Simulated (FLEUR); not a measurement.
The system is NaF (Villiaumite).

```
Na F
1.0
     0.00000    2.32000    2.32000
     2.32000    0.00000    2.32000
     2.32000    2.32000    0.00000
Na F
1 1
Direct
  0.00000 0.00000 0.00000
  0.50000 0.50000 0.50000
```

Base run:

* Program: FLEUR MaX-R8.1 (later development tree)
* Functional: PBE
* Potentials or basis: all-electron
* Basis: FLAPW
* Kmax: 4.5 1/bohr
* k mesh: 10 × 10 × 10
* Occupations: fermi-dirac, width 0.05 eV
* Spin: no spin polarisation

Its results: band gap on the k mesh 6.29 eV, direct.

Question: The run is repeated on the same cell with these changes: functional from PBE to r2SCAN. What comes out?

Answer: Band gap on the k mesh 7.11 eV, direct.

r2SCAN gives the wider gap, since meta-GGAs in the generalised Kohn-Sham scheme recover part of the derivative discontinuity.

Caveats: the meta-GGA is that of a development version, with a GGA for the radial functions and cores and without core tails (some runs).

Not every run made on this cell is shown here.
